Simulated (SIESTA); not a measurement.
Crystal: CdSe.

```
Cd Se
1.0
     0.00000    3.07027    3.07027
     3.07027    0.00000    3.07027
     3.07027    3.07027    0.00000
Cd Se
1 1
Direct
  0.00000 0.00000 0.00000
  0.25000 0.25000 0.25000
```

Measurements of this composition are mostly on another form, of space group No. 186.

Base run:

| Quantity | Value |
| --- | --- |
| Program | SIESTA 5.4.2 |
| Functional | PW91 |
| Potentials or basis | PseudoDojo 0.4 standard (PBE files) |
| Basis | DZP (energy shift 0.002 Ry) |
| Grid cutoff | 800 Ry |
| Energy shift | 0.002 Ry |
| k mesh | 8 × 8 × 8 |
| Occupations | fermi-dirac, width 0.05 eV |
| Spin | no spin polarisation |

Its results: band gap on the k mesh 0.77 eV, direct; pressure 1.8 GPa.

Problem. After a change of settings the same cell gave: band gap on the k mesh 0.85 eV, direct; pressure 2.9 GPa. Which change was it?
A. functional from PW91 to PBE; potentials or basis from PseudoDojo 0.4 standard (PBE files) to Ansatz (PBE files)
B. functional from PW91 to SOGGA; potentials or basis from PseudoDojo 0.4 standard (PBE files) to PseudoDojo 0.4 standard (PBEsol files)
C. functional from PW91 to APBE
D. functional from PW91 to PBEsol; potentials or basis from PseudoDojo 0.4 standard (PBE files) to PseudoDojo 0.4 standard (PBEsol files)

Solution. C.

Caveats: semicore shells carry a single zeta, which can move pressures by several GPa and volumes by a few percent; the potentials were made for another functional, which shifts forces and pressure; the basis of atomic orbitals isn't converged, which shifts pressures, moduli and gaps.
